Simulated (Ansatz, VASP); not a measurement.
# ZrB2 in VASP and in Ansatz

INCAR

```
PREC = Accurate
ENCUT = 520
EDIFF = 1E-7
ISMEAR = 0
SIGMA = 0.013000000000000001
LREAL = F
LASPH = T
NELM = 60
ALGO = Normal
ISIF = 2
LWAVE = F
LCHARG = F
GGA = PE
NBANDS = 16
```

The input KPOINTS:

```
Automatic mesh
0
Gamma
  10 10 8
```

The input POSCAR:

```
ZrB2
1.0
    3.1700000000      0.0000000000      0.0000000000
   -1.5850000000      2.7453005300      0.0000000000
    0.0000000000      0.0000000000      3.5330000000
Zr B
1 2
Direct
    0.0000000000      0.0000000000      0.0000000000
    0.6666666667      0.3333333333      0.5000000000
    0.3333333333      0.6666666667      0.5000000000
```

The input input.yaml:

```yaml
crystal:
  lattice:
    - [3.17, 0.0, 0.0]
    - [-1.585, 2.74530053, 0.0]
    - [0.0, 0.0, 3.533]
  atoms:
    - { symbol: Zr, position: [0.0, 0.0, 0.0] }
    - { symbol: B, position: [0.6666666667, 0.3333333333, 0.5] }
    - { symbol: B, position: [0.3333333333, 0.6666666667, 0.5] }
hamiltonian:
  xc: pbe
  pseudopotentials: { kind: paw }
kpoints:
  mp_grid: { grid: [10, 10, 8] }
scf:
  occupations: { method: gaussian, width: 0.013 }
output:
  forces: true
  stress: true
  eigenvalues: true
```

Alike in both runs: task single point; functional PBE; k mesh 10 × 10 × 8; occupations gaussian, width 0.013 eV; no spin polarisation.

|  | VASP | Ansatz |
| --- | --- | --- |
| version | VASP 6.6.1 | Ansatz 0.2.0 |
| potentials or method | VASP PAW PBE potentials, release 64 (Zr_sv, B) | Ansatz PAW |
| plane-wave cutoff (eV) | 520 | 420 |
| valence electrons in the cell | 18 | 18 |

|  | VASP | Ansatz | Ansatz less VASP |
| --- | --- | --- | --- |
| gap on the k mesh at the Fermi level (eV) | none | none | - |
| pressure (GPa) | 0.9 | 0.8 | -0.14 |
| largest component of the traceless stress (GPa) | 0.84 | 0.80 | -0.041 |

A gap of «none» marks a metal or a gap that the smearing closes. With one functional, cell and mesh, what is left measures potentials, basis and numerics.
